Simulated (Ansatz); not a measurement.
# BaTiO3: stress in a strained cell

Aim: deform BaTiO3 (zz strain of +1 %) and compute stress, forces and field gradients with LAPW, PAW and all-electron datasets made for the crystal.

Program: Ansatz 0.2.0. Level of theory: DFT PBEsol, scalar-relativistic. These are calculated values, not measurements.

## (1) The starting structure

The structure is tetragonal, space group P4mm (No. 99). Conventional cell: a = 4.000 Å, b = 4.000 Å, c = 4.018 Å, α = 90.00°, β = 90.00°, γ = 90.00°. Around Ba (site symmetry 4mm) lie 12 O at 2.79 to 2.88 Å. Ti (site symmetry 4mm) has 6 O at 1.87 to 2.15 Å as nearest neighbours. O (site symmetry 4mm) is surrounded by 2 Ti at 1.87 to 2.15 Å. Around O (site symmetry 2mm) lie 2 Ti at 2.00 Å and 4 Ba at 2.79 to 2.88 Å.

As a file:

```
Ba Ti O
1.0
     3.99980    0.00000    0.00000
     0.00000    3.99980    0.00000
     0.00000    0.00000    4.01800
Ba Ti O
1 1 3
Direct
  0.00000 0.00000 0.00000
  0.50000 0.50000 0.48200
  0.50000 0.50000 0.01600
  0.50000 0.00000 0.51500
  0.00000 0.50000 0.51500
```

Atoms are numbered in the order of the input: Ba1, Ti2, O3, O4, O5.

## (2) The deformed structure

Space group P4mm before, P4mm after.

## (3) LAPW, all electrons

The input, input.yaml:

```yaml
crystal:
  lattice:
    - [3.9998, 0.0, 0.0]
    - [0.0, 3.9998, 0.0]
    - [0.0, 0.0, 4.05818]
  atoms:
    - { symbol: Ba, position: [0.0, 0.0, 0.0] }
    - { symbol: Ti, position: [0.5, 0.5, 0.482] }
    - { symbol: O, position: [0.5, 0.5, 0.016] }
    - { symbol: O, position: [0.5, 0.0, 0.515] }
    - { symbol: O, position: [0.0, 0.5, 0.515] }
kpoints:
  mp_grid: { grid: [7, 7, 7] }
  band_path:
    path:
      - [0.0, 0.0, 0.0]
      - [0.0, 0.5, 0.0]
      - [0.5, 0.5, 0.0]
      - [0.0, 0.0, 0.0]
      - [0.0, 0.0, 0.5]
      - [0.0, 0.5, 0.5]
      - [0.5, 0.5, 0.5]
      - [0.0, 0.0, 0.5]
      - [0.0, 0.5, 0.0]
    npoints: 5
scf:
  occupations: { method: fermi_dirac, width: 0.08 }
hamiltonian:
  xc: pbesol
  pseudopotentials: { kind: all_electron, lapw: { basis_error: 0.001 } }
output:
  forces: true
  stress: true
  eigenvalues: true
```

Started as:

```
> ansatz run input.yaml --threads 2 --pin off --max-ram 8192MiB --backend cpu --events-out ev --progress --plain --runs-dir out
```

## (4) Frozen-core PAW

The input, input.yaml:

```yaml
crystal:
  lattice:
    - [3.9998, 0.0, 0.0]
    - [0.0, 3.9998, 0.0]
    - [0.0, 0.0, 4.05818]
  atoms:
    - { symbol: Ba, position: [0.0, 0.0, 0.0] }
    - { symbol: Ti, position: [0.5, 0.5, 0.482] }
    - { symbol: O, position: [0.5, 0.5, 0.016] }
    - { symbol: O, position: [0.5, 0.0, 0.515] }
    - { symbol: O, position: [0.0, 0.5, 0.515] }
kpoints:
  mp_grid: { grid: [7, 7, 7] }
scf:
  occupations: { method: fermi_dirac, width: 0.08 }
hamiltonian:
  xc: pbesol
  pseudopotentials: { kind: paw }
output:
  forces: true
  stress: true
  eigenvalues: true
  efg: { contact_densities: true }
  write_density: true
  write_potential: true
  elf: true
  volumetric_format: npy
```

## (5) All-electron PAW on datasets made for the crystal

input.yaml, as its differences from that of step 4:

```diff
@@ -17,3 +17,3 @@
   xc: pbesol
-  pseudopotentials: { kind: paw }
+  pseudopotentials: { kind: all_electron, datasets: crystal }
 output:
@@ -23,5 +23 @@
   efg: { contact_densities: true }
-  write_density: true
-  write_potential: true
-  elf: true
-  volumetric_format: npy
```

(Steps that only read results are left out.)

**Question.** What will these runs give? Wanted: pressure; largest shear or deviatoric stress.

The runs gave:

| quantity | value |
| --- | --- |
| pressure | LAPW -5.18, PAW -5.19, crystal datasets -5.18 GPa |
| largest shear or deviatoric stress (LAPW) | 0.25 GPa |

**Reading.** The largest part of the stress beyond the pressure is 0.25 GPa in size, in the zz component; the atoms are carried along and not relaxed. No run of the undeformed cell stands beside it, so the pressure holds what the given cell had before the change. PAW: stress within 0.01 GPa of LAPW, forces within 6 meV/Å. Crystal datasets: stress within 0.01 GPa of LAPW, forces within 1 meV/Å. Spin-orbit coupling is left out, though the cell holds Ba; in elements this heavy it can shift bands and gaps by tenths of an eV.
